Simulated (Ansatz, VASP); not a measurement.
SrTe7: VASP beside Ansatz

```
Sr Te
1.0
     3.30860    1.91022    5.98045
    -3.30860    1.91022    5.98045
     0.00000   -3.82045    5.98045
Sr Te
1 7
Direct
  0.00000 0.00000 0.00000
  0.98254 0.39716 0.39716
  0.39716 0.98254 0.39716
  0.39716 0.39716 0.98254
  0.01746 0.60284 0.60284
  0.60284 0.01746 0.60284
  0.60284 0.60284 0.01746
  0.50000 0.50000 0.50000
```

Alike in both runs: task single point; functional PBE; k mesh 3 × 3 × 3; occupations gaussian, width 0.1 eV; no spin polarisation.

|  | VASP | Ansatz |
| --- | --- | --- |
| version | VASP 6.6.1 | Ansatz 0.2.0 |
| potentials or method | VASP PAW PBE potentials, release 64 (Sr_sv, Te) | scalar-relativistic, plane waves, PAW |
| plane-wave cutoff (eV) | 520 | 420 |
| valence electrons in the cell | 52 | 122 |

```csv
,VASP,Ansatz,Ansatz less VASP
gap on the k mesh at the Fermi level (eV),none,none,-
pressure (GPa),24.1,23.9,-0.20
largest component of the traceless stress (GPa),1.61,1.54,-0.069
rms of the force components (eV/Å),1.510,1.492,-0.0177
```

Atom by atom the forces differ by 0.018 eV/Å (rms over components). A gap of «none» marks a metal or a gap that the smearing closes. With one functional, cell and mesh, what is left measures potentials, basis and numerics. The two sets of potentials don't hold the same shells in valence.

Caveats: the k mesh is coarse (spacing up to 0.38 Å⁻¹), so the values aren't converged; so large a pressure means that the cell lies far from this level's equilibrium, or that cutoff or potentials fall short (VASP); forces of over 1 eV/Å show positions far from the minimum, so gaps and moduli don't describe the material at rest. The runs have no spin-orbit coupling, so splittings on Te are missing.
